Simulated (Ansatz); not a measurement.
Rows from a G0W0 calculation on HfS2/HfS2 (1T multilayer) (Ansatz 0.2.0; G0W0 on PBE, plane waves, PAW; PAW set soft_1; 6×6×1 mesh, 244 empty bands, screening to 38 eV, PAW set soft_1 files), in eV. Spin-orbit coupling is left out.

```csv
row,Σx,Σc,Vxc,Z
A,-18.66,2.61,-15.82,0.73
B,-10.37,-3.47,-14.63,0.75
C,-18.66,2.17,-16.38,0.74
D,-10.22,-3.51,-14.51,0.75
E,-10.74,-4.20,-15.87,0.75
F,-18.14,2.61,-15.29,0.73
```

Question: Which rows are filled states and which are empty ones, and how can one tell?

Filled: A, C and F. Empty: B, D and E. The sign of Σc tells: for a filled state bare exchange, which holds its interaction with itself, lies below Vxc (Σx − Vxc is -2.3 eV or lower here) and screening gives part back as a positive Σc. For an empty state Σx lies above Vxc (+4.3 eV or more) and the Coulomb hole leaves Σc negative.

[Paths, hosts, dates, memory and timing lines, banners, echoed tables and standing remarks are left out of the program output.]

[Logs are printed without paths, hosts, clocks, repeated set-up lines and the standing remarks that a program may print on its own settings, such as how far it seeks lower states.]

[Runs of the session that timed out or met a known fault of the program may be left out.]

[Cells called generated may have been cut or substituted from an entry of the Crystallography Open Database or the Materials Project.]

[Hosts, paths, dates, database ids (printed as entryN), source tags and the programs' standing remarks are cut or masked in the printed files.]
